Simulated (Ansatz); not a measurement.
**Rb: changing the dispersion correction**

The cell as given:

Symmetry: Im-3m, No. 229, cubic system. The conventional cell has a = 5.605 Å, b = 5.605 Å, c = 5.605 Å, α = 90.00°, β = 90.00°, γ = 90.00°.

Kept alike: task relaxation of cell and atoms; functional revPBE; k mesh 7 × 7 × 7; occupations fermi-dirac, width 0.05 eV; no spin polarisation. Program: Ansatz, all-electron LAPW, scalar-relativistic. The mesh is that of the run's cell of 1 atom. No spin-orbit coupling.

```csv
dispersion correction,volume (Å³/atom)
D3(BJ),89.578
D4,93.728
none,98.858
```

The relaxations keep at least the cell's symmetry (Im-3m). For a metal such a mesh leaves the last digits unconverged. Relaxations stop with a little pressure left, so the last digits of a volume or edge aren't settled.

Problem. What does the dispersion correction change here?

Solution. The volume runs from 89.578 (D3(BJ)) to 98.858 Å³/atom (none). Against no correction: D3(BJ) -9.4 %; D4 -5.2 %. Dispersion terms mostly attract and so lower the volume; the schemes' coefficients and damping set how far.
